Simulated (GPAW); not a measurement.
# Li2O (Fm-3m) in GPAW: single point with LDA

Aim: the single point of Li2O with LDA.

All numbers are computed with GPAW 26.7.0; they aren't measurements. Logs are shortened: lines on timing, memory, paths and dates and some standing lists are left out, and cuts for length are marked. The log counts tension as positive stress, the text compression.

### Step 1. Starting point

Symmetry: Fm-3m, No. 225, cubic system. The conventional cell has a = 4.654 Å, b = 4.654 Å, c = 4.654 Å, α = 90.00°, β = 90.00°, γ = 90.00°. O (site symmetry m-3m) is surrounded by 8 Li at 2.02 Å. Around Li (site symmetry -43m) lie 4 O at 2.02 Å.

The cell comes from a database or a generator and needn't be the stable form of this composition.

### Step 2. Single point, LDA

run.py

```python
import spglib
from ase import Atoms
from ase.dft.bandgap import bandgap
from ase.io import read, write
from ase.units import GPa
from gpaw import GPAW, PW

atoms = read('Li2O.cif')
cell, positions, numbers = spglib.find_primitive(
    (atoms.cell[:], atoms.get_scaled_positions(), atoms.numbers), symprec=1e-4)
atoms = Atoms(numbers, cell=cell, scaled_positions=positions, pbc=True)

calc = GPAW(mode=PW(600),
            xc='LDA',
            kpts={'size': (8, 8, 8), 'gamma': True},
            occupations={'name': 'fermi-dirac', 'width': 0.05},
            nbands=12,
            maxiter=120,
            txt='gpaw.txt')
atoms.calc = calc
energy = atoms.get_potential_energy()
forces = atoms.get_forces()
stress = atoms.get_stress()
calc.write('gs.gpw')
write('result.traj', atoms)
print(f'Energy: {energy:.6f} eV')
print('Forces (eV/A):')
print(forces.round(4))
print('Stress (GPa):', (stress / GPa).round(3))
print('Fermi level:', round(calc.get_fermi_level(), 4), 'eV')
print(f'Gap: {bandgap(calc)[0]:.4f} eV, direct: {bandgap(calc, direct=True)[0]:.4f} eV')
```

Li2O.cif

```cif
data_Li2O
_cell_length_a 4.65370876
_cell_length_b 4.65370876
_cell_length_c 4.65370876
_cell_angle_alpha 90.00000000
_cell_angle_beta 90.00000000
_cell_angle_gamma 90.00000000
_space_group_name_H-M_alt 'Fm-3m'
_space_group_name_Hall '-F 4 2 3'
_space_group_IT_number 225
loop_
_space_group_symop_operation_xyz
'x,y,z'
'-x,-y,-z'
'-y,x,z'
'y,-x,-z'
'-x,-y,z'
'x,y,-z'
'y,-x,z'
'-y,x,-z'
'x,-y,-z'
'-x,y,z'
'-y,-x,-z'
'y,x,z'
'-x,y,-z'
'x,-y,z'
'y,x,-z'
'-y,-x,z'
'z,x,y'
'-z,-x,-y'
'z,-y,x'
'-z,y,-x'
'z,-x,-y'
'-z,x,y'
'z,y,-x'
'-z,-y,x'
'-z,x,-y'
'z,-x,y'
'-z,-y,-x'
'z,y,x'
'-z,-x,y'
'z,x,-y'
'-z,y,x'
'z,-y,-x'
'y,z,x'
'-y,-z,-x'
'x,z,-y'
'-x,-z,y'
'-y,z,-x'
'y,-z,x'
'-x,z,y'
'x,-z,-y'
'-y,-z,x'
'y,z,-x'
'-x,-z,-y'
'x,z,y'
'y,-z,-x'
'-y,z,x'
'x,-z,y'
'-x,z,-y'
'x,y+1/2,z+1/2'
'-x,-y+1/2,-z+1/2'
[... 63 lines left out ...]
'-z+1/2,-x,-y+1/2'
'z+1/2,-y,x+1/2'
'-z+1/2,y,-x+1/2'
'z+1/2,-x,-y+1/2'
'-z+1/2,x,y+1/2'
'z+1/2,y,-x+1/2'
'-z+1/2,-y,x+1/2'
'-z+1/2,x,-y+1/2'
'z+1/2,-x,y+1/2'
'-z+1/2,-y,-x+1/2'
'z+1/2,y,x+1/2'
'-z+1/2,-x,y+1/2'
'z+1/2,x,-y+1/2'
'-z+1/2,y,x+1/2'
'z+1/2,-y,-x+1/2'
'y+1/2,z,x+1/2'
'-y+1/2,-z,-x+1/2'
'x+1/2,z,-y+1/2'
'-x+1/2,-z,y+1/2'
'-y+1/2,z,-x+1/2'
'y+1/2,-z,x+1/2'
'-x+1/2,z,y+1/2'
'x+1/2,-z,-y+1/2'
'-y+1/2,-z,x+1/2'
'y+1/2,z,-x+1/2'
'-x+1/2,-z,-y+1/2'
'x+1/2,z,y+1/2'
'y+1/2,-z,-x+1/2'
'-y+1/2,z,x+1/2'
'x+1/2,-z,y+1/2'
'-x+1/2,z,-y+1/2'
'x+1/2,y+1/2,z'
'-x+1/2,-y+1/2,-z'
'-y+1/2,x+1/2,z'
'y+1/2,-x+1/2,-z'
'-x+1/2,-y+1/2,z'
'x+1/2,y+1/2,-z'
'y+1/2,-x+1/2,z'
'-y+1/2,x+1/2,-z'
'x+1/2,-y+1/2,-z'
'-x+1/2,y+1/2,z'
'-y+1/2,-x+1/2,-z'
'y+1/2,x+1/2,z'
'-x+1/2,y+1/2,-z'
'x+1/2,-y+1/2,z'
'y+1/2,x+1/2,-z'
'-y+1/2,-x+1/2,z'
'z+1/2,x+1/2,y'
'-z+1/2,-x+1/2,-y'
'z+1/2,-y+1/2,x'
'-z+1/2,y+1/2,-x'
'z+1/2,-x+1/2,-y'
'-z+1/2,x+1/2,y'
'z+1/2,y+1/2,-x'
'-z+1/2,-y+1/2,x'
'-z+1/2,x+1/2,-y'
'z+1/2,-x+1/2,y'
'-z+1/2,-y+1/2,-x'
'z+1/2,y+1/2,x'
'-z+1/2,-x+1/2,y'
'z+1/2,x+1/2,-y'
'-z+1/2,y+1/2,x'
'z+1/2,-y+1/2,-x'
'y+1/2,z+1/2,x'
'-y+1/2,-z+1/2,-x'
'x+1/2,z+1/2,-y'
'-x+1/2,-z+1/2,y'
'-y+1/2,z+1/2,-x'
'y+1/2,-z+1/2,x'
'-x+1/2,z+1/2,y'
'x+1/2,-z+1/2,-y'
'-y+1/2,-z+1/2,x'
'y+1/2,z+1/2,-x'
'-x+1/2,-z+1/2,-y'
'x+1/2,z+1/2,y'
'y+1/2,-z+1/2,-x'
'-y+1/2,z+1/2,x'
'x+1/2,-z+1/2,y'
'-x+1/2,z+1/2,-y'
loop_
_atom_site_label
_atom_site_type_symbol
_atom_site_symmetry_multiplicity
_atom_site_Wyckoff_symbol
_atom_site_fract_x
_atom_site_fract_y
_atom_site_fract_z
_atom_site_occupancy
O1 O 4 a 0.0000000000 0.0000000000 0.0000000000 1
Li1 Li 8 c 0.2500000000 0.7500000000 0.7500000000 1
```

Potentials or basis: the program's PAW data sets (release 1.2.1) made for this functional, pw.

Run with:

```bash
> OMP_NUM_THREADS=1 python run.py
```

gpaw.txt:

```text
__  _  _
 | _ |_)|_||  |
 |__||  | ||/\| - 26.7.0

Input parameters:
  mode=PW(ecut=600.0),
  kpts=MonkhorstPack(size=(8, 8, 8), gamma=True),
  maxiter=120,
  nbands=12,
  occupations=Occupations(name='fermi-dirac', width=0.05),
  xc=XC(name='LDA')

Diagonalizing LCAO Hamiltonian
Converting LCAO to pw mode

                  Li

           Li

       O

Atoms  # Å, Bohr magnetons
|   | symbol |        x |        y |        z |    initial magnetic moments |
|---|--------|----------|----------|----------|-----------------------------|
| 0 |      O | 0.000000 | 0.000000 | 0.000000 | ( 0.0000,  0.0000,  0.0000) |
| 1 |     Li | 1.163427 | 1.163427 | 1.163427 | ( 0.0000,  0.0000,  0.0000) |
| 2 |     Li | 3.490282 | 3.490282 | 3.490282 | ( 0.0000,  0.0000,  0.0000) |

Unit cell  # Å
| periodic |        x |        y |        z |  lengths |    angles |
|----------|----------|----------|----------|----------|-----------|
|      yes | 0.000000 | 2.326854 | 2.326854 | 3.290669 | 60.000000 |
|      yes | 2.326854 | 0.000000 | 2.326854 | 3.290669 | 60.000000 |
|      yes | 2.326854 | 2.326854 | 0.000000 | 3.290669 | 60.000000 |

Number of symmetries: 48
Symmetry operations  # r_c * U_cc + t_c -> r_c
|    | kind |            matrix            |
|----|------|------------------------------|
|  0 |  σ   |  1, 0, 0,  1, 0,-1,  1,-1, 0 |
|  1 |  C2  |  1, 0, 0,  1,-1, 0,  1, 0,-1 |
|  2 |  E   |  1, 0, 0,  0, 1, 0,  0, 0, 1 |
|  3 |  σ   |  1, 0, 0,  0, 0, 1,  0, 1, 0 |
|  4 |  C4  |  1, 0,-1,  1, 0, 0,  1,-1, 0 |
|  5 |  S6  |  1, 0,-1,  1,-1, 0,  1, 0, 0 |
|  6 |  σ   |  1, 0,-1,  0, 1,-1,  0, 0,-1 |
|  7 |  C3  |  1, 0,-1,  0, 0,-1,  0, 1,-1 |
|  8 |  S6  |  1,-1, 0,  1, 0, 0,  1, 0,-1 |
|  9 |  C4  |  1,-1, 0,  1, 0,-1,  1, 0, 0 |
| 10 |  C3  |  1,-1, 0,  0,-1, 1,  0,-1, 0 |
| 11 |  σ   |  1,-1, 0,  0,-1, 0,  0,-1, 1 |
| 12 |  σ   |  0, 1, 0,  1, 0, 0,  0, 0, 1 |
| 13 |  C4  |  0, 1, 0,  0, 1,-1, -1, 1, 0 |
| 14 |  C3  |  0, 1, 0,  0, 0, 1,  1, 0, 0 |
| 15 |  S6  |  0, 1, 0, -1, 1, 0,  0, 1,-1 |
| 16 |  C2  |  0, 1,-1,  1, 0,-1,  0, 0,-1 |
| 17 |  σ   |  0, 1,-1,  0, 1, 0, -1, 1, 0 |
| 18 |  S4  |  0, 1,-1,  0, 0,-1,  1, 0,-1 |
| 19 |  C4  |  0, 1,-1, -1, 1, 0,  0, 1, 0 |
| 20 |  C3  |  0, 0, 1,  1, 0, 0,  0, 1, 0 |
| 21 |  σ   |  0, 0, 1,  0, 1, 0,  1, 0, 0 |
| 22 |  S6  |  0, 0, 1,  0,-1, 1, -1, 0, 1 |
| 23 |  C4  |  0, 0, 1, -1, 0, 1,  0,-1, 1 |
| 24 |  S4  |  0, 0,-1,  1, 0,-1,  0, 1,-1 |
| 25 |  C3  |  0, 0,-1,  0, 1,-1,  1, 0,-1 |
| 26 |  C2  |  0, 0,-1,  0,-1, 0, -1, 0, 0 |
| 27 |  S6  |  0, 0,-1, -1, 0, 0,  0,-1, 0 |
| 28 |  S4  |  0,-1, 1,  1,-1, 0,  0,-1, 0 |
| 29 |  C4  |  0,-1, 1,  0, 0, 1, -1, 0, 1 |
| 30 |  C2  |  0,-1, 1,  0,-1, 0,  1,-1, 0 |
| 31 |  σ   |  0,-1, 1, -1, 0, 1,  0, 0, 1 |
| 32 |  C3  |  0,-1, 0,  1,-1, 0,  0,-1, 1 |
| 33 |  S6  |  0,-1, 0,  0, 0,-1, -1, 0, 0 |
| 34 |  S4  |  0,-1, 0,  0,-1, 1,  1,-1, 0 |
| 35 |  C2  |  0,-1, 0, -1, 0, 0,  0, 0,-1 |
| 36 |  C2  | -1, 1, 0,  0, 1, 0,  0, 1,-1 |
| 37 |  S6  | -1, 1, 0,  0, 1,-1,  0, 1, 0 |
| 38 |  S4  | -1, 1, 0, -1, 0, 1, -1, 0, 0 |
| 39 |  C3  | -1, 1, 0, -1, 0, 0, -1, 0, 1 |
| 40 |  S6  | -1, 0, 1,  0, 0, 1,  0,-1, 1 |
| 41 |  C2  | -1, 0, 1,  0,-1, 1,  0, 0, 1 |
| 42 |  C3  | -1, 0, 1, -1, 1, 0, -1, 0, 0 |
| 43 |  S4  | -1, 0, 1, -1, 0, 0, -1, 1, 0 |
| 44 |  C2  | -1, 0, 0,  0, 0,-1,  0,-1, 0 |
| 45 |  i   | -1, 0, 0,  0,-1, 0,  0, 0,-1 |
| 46 |  σ   | -1, 0, 0, -1, 1, 0, -1, 0, 1 |
| 47 |  C2  | -1, 0, 0, -1, 0, 1, -1, 1, 0 |

BZ-sampling:
  Number of BZ points: 512
  Number of IBZ points: 29

  Monkhorst-Pack size: [8, 8, 8]
  Monkhorst-Pack shift: [0.0625, 0.0625, 0.0625]

K-points  # in reciprocal-cell coordinates
|     |                                coordinates |     weight |
|-----|--------------------------------------------|------------|
|   0 | (  0.00000000,   0.00000000,   0.00000000) | 0.00195312 |
|   1 | (  0.12500000,   0.12500000,   0.00000000) | 0.01171875 |
|   2 | (  0.12500000,   0.12500000,   0.12500000) | 0.01562500 |
|   3 | (  0.25000000,   0.12500000,   0.12500000) | 0.02343750 |
|   4 | (  0.25000000,   0.25000000,   0.00000000) | 0.01171875 |
|   5 | (  0.25000000,   0.25000000,   0.12500000) | 0.04687500 |
|   6 | (  0.25000000,   0.25000000,   0.25000000) | 0.01562500 |
|   7 | (  0.37500000,   0.25000000,  -0.37500000) | 0.04687500 |
|   8 | (  0.37500000,   0.25000000,   0.12500000) | 0.04687500 |
|   9 | (  0.37500000,   0.25000000,   0.25000000) | 0.04687500 |
| ... |                                            |            |
|  28 | (  0.50000000,   0.50000000,   0.50000000) | 0.00781250 |

Plane wave coefficients: 869
Cutoff: 600.0 eV

Spin-components: 1 (collinear spins)
Bands:           12
Projectors:      11
Spin-degeneracy: 2
Datatype:        complex128

Parallelization:
  kpt:    1
  domain: 1
  band:   1

Density:
  Valence electrons: 8.0
  Components: 1
  Grid points: [20 20 20]
  Charge: 0.0  # |e|

Potential:
  Grid points: [20 20 20]

species:
  O:
    name:    Oxygen
    Z:       8.0
    valence: 6
    core:    2
    charge:  0.0  # [|e|]
    compensation charges:
      type: gauss
      rc: 0.21  # [Å]
      lmax: 2
    cutoffs:
      filter: 1.17  # [Å]
      core: 0.83  # [Å]
    projectors
    | kind |    occ | energy [eV] | rcut [Å] |
    |------|--------|-------------|----------|
    |   2s |  2.000 |     -23.752 |    0.688 |
    |   2p |  4.000 |      -9.195 |    0.598 |
    |    s |        |       3.459 |    0.688 |
    |    p |        |      18.016 |    0.598 |
    |    d |        |       0.000 |    0.619 |

    Using partial waves for O as LCAO basis

  Li:
    name:    Lithium
    Z:       3.0
    valence: 1
    core:    2
    charge:  0.0  # [|e|]
    compensation charges:
      type: gauss
      rc: 0.33  # [Å]
      lmax: 2
    cutoffs:
      filter: 1.91  # [Å]
      core: 2.55  # [Å]
    projectors
    | kind |    occ | energy [eV] | rcut [Å] |
    |------|--------|-------------|----------|
    |   2s |  1.000 |      -2.874 |    1.058 |
    |   2p |  0.000 |      -1.126 |    1.058 |
    |    s |        |      24.338 |    1.058 |

    Using partial waves for Li as LCAO basis

Reference energy: -2427.125660  # eV

eigensolver:
  PPCG
  Converge bands: occupied
  niter=2

density mixing:
  MSR1-Mixer
  Pratt-step length: 0.05
  Maximum mixing coefficient: 0.75
  Old densities: 10
  SVD Regularization: 0.005
  Good broyden scale: 1.0
  Trust region scale: 1.0
  Backstep threshold: 4.0
  History deletion threshold: 6.0
  Fourier metric: weight=20.0, sigma=0.015

occupation numbers:
  Fermi-Dirac:
    width: 0.0500  # eV

poisson solver:
  ecut: 4800.0  # eV

xc functional:
  name: None

convergence criteria:
- Maximum [total energy] change in last 3 cyles: 0.0005 eV / valence electron
- Maximum integral of absolute [dens]ity change: 0.0001 electrons / valence electron
- Maximum integral of absolute [eigenst]ate change: 4e-08 eV^2 / valence electron
maximum number of iterations: 120

SCF iterations
|iter     | |      energy | eigst |  dens |
|---------|-|-------------|-------|-------|
|iter:   1| |  -16.357191 | -0.22 |       |
|iter:   2| |  -16.161741 | -2.65 | -0.77 |
|iter:   3| |  -15.665973 | -1.88 | -0.82 |
|iter:   4| |  -15.652821 | -3.28 | -1.25 |
|iter:   5| |  -15.649798 | -3.72 | -1.53 |
|iter:   6| |  -15.649817c| -6.04 | -2.67 |
|iter:   7| |  -15.649825c| -6.29 | -3.00 |
|iter:   8| |  -15.649825c| -7.80c| -4.67c|

Converged in 8 steps
Energy contributions relative to reference atoms: (reference = -2427.125660)

Energy contributions:
  Kinetic:          15.374762
  Coulomb:         -14.071718
  Zero:              0.138283
  External:          0.000000
  Xc:              -17.091153
  Entropy:          -0.000000
  Spinorbit:         0.000000
  ----------------------------
  Free energy:     -15.649825
  Extrapolated:    -15.649825

dipole moment: (-13.028753, -13.028753, -13.028753)  # |e|*Ang

Fermi level: 2.722
Eigenvalues  # (at kpt = [0.000, 0.000, 0.000])
| band index |      eig [eV] | occ [0-2] |
|------------|---------------|-----------|
|          0 |       -14.273 |     2.000 |
|          1 |         0.862 |     2.000 |
|          2 |         0.862 |     2.000 |
|          3 |         0.862 |     2.000 |
|          4 |         5.919 |     0.000 |
|          5 |        12.330 |     0.000 |
|          6 |        12.330 |     0.000 |
|          7 |        12.330 |     0.000 |
|          8 |        19.503 |     0.000 |
|          9 |        19.503 |     0.000 |
|         10 |        19.503 |     0.000 |
|         11 |        28.253 |     0.000 |

Gap: 4.768 eV
Transition (v -> c):
  (s=0, k=0, n=3, [0.00, 0.00, 0.00]) -> (s=0, k=24, n=4, [0.50, 0.50, 0.00])
Direct/indirect transitions are different
Direct gap: 5.057 eV
Transition at: (s=0, k=0, n=3, [0.00, 0.00, 0.00])

Forces  # eV/Ang
|        x |        y |        z |
|----------|----------|----------|
|  0.00000 | -0.00000 | -0.00000 |  # O    0
| -0.00000 |  0.00000 |  0.00000 |  # Li   1
| -0.00000 |  0.00000 |  0.00000 |  # Li   2

Stress tensor  # eV/Ang^3
|         x |         y |         z |
|-----------|-----------|-----------|
|  0.055199 | -0.000000 | -0.000000 |
| -0.000000 |  0.055199 |  0.000000 |
| -0.000000 |  0.000000 |  0.055199 |

# Writing to gs.gpw (mode='')
```

Run time: 4.1 s. Hardware: 1 thread of INTEL XEON PLATINUM 8581C at 2.30GHz (Emerald Rapids), shared host; peak memory 0.14 GiB.

Results:

| Property | Result |
| --- | --- |
| Free energy | -15.6498 eV |
| Pressure | -8.8 GPa |
| Band gap on the k mesh | 4.77 eV, indirect (least direct gap 5.06 eV) |

Caveat: the cutoff is short for stress and forces, so pressures can be off by a GPa or more.
